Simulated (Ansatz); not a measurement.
# BN: experiment and calculation

**Experimental background.**

From “Cubic boron nitride: an experimental and theoretical ELNES study”, 2001, arxiv:cond-mat/0101290, for a powder of BN: lattice constant a 3.616 ± 0.002 Å.

From a printed reference work, monograph, for a bulk crystal of BN at 300 K: band gap 6.4 eV (indirect).

The runs below are set against these values where they give the same quantity.

Computed with DFT PBE, scalar-relativistic, plane waves, PAW (Ansatz).

Settings: cutoff 420 eV, Γ-centred mesh 12×12×12 on the computed 2-atom cell, Gaussian smearing of 0.02 eV; no spin polarisation.

Relaxed structure, symmetry kept:

```cif
data_structure
_symmetry_space_group_name_H-M 'F-43m'
_symmetry_Int_Tables_number 216
_cell_length_a 3.6247
_cell_length_b 3.6247
_cell_length_c 3.6247
_cell_angle_alpha 90.000
_cell_angle_beta 90.000
_cell_angle_gamma 90.000
_cell_volume 47.62
loop_
_atom_site_label
_atom_site_type_symbol
_atom_site_symmetry_multiplicity
_atom_site_Wyckoff_symbol
_atom_site_fract_x
_atom_site_fract_y
_atom_site_fract_z
_atom_site_occupancy
B1 B 4 a 0.00000 0.00000 0.00000 1
N1 N 4 c 0.25000 0.25000 0.25000 1
```

```json
{
 "Space group": "F-43m (No. 216)",
 "Volume per atom": "40.2 bohr³",
 "Formation energy from the elements' standard states (uncorrected)": "-1.174 eV/atom",
 "Kohn–Sham band gap": "4.46 eV",
 "Löwdin character of the top 1 eV of the valence band": "N 2p 84 %, B 2p 15 %",
 "Löwdin character of the lowest 1 eV of the conduction band": "B 2p 56 %, N 2s 31 %, unprojected 10 %",
 "Bader charges (e)": "B (1 in the cell) 2.16, N (1 in the cell) -2.16"
}
```

A measured lattice constant a of BN is 3.616 Å (powder; the paper above); the calculated 3.625 Å misses it by +0.2 %. 2 values of this kind are on record in papers (3.6152 to 3.616 Å); this one was drawn at random among those near their median, those with a stated uncertainty first. The calculation is for 0 K without zero-point motion. A measured band gap of BN is 6.4 eV (indirect; 300 K; a printed reference work, monograph); the calculated 4.46 eV misses it by -1.94 eV. Kohn–Sham gaps of semilocal functionals fall short of measured ones as a rule.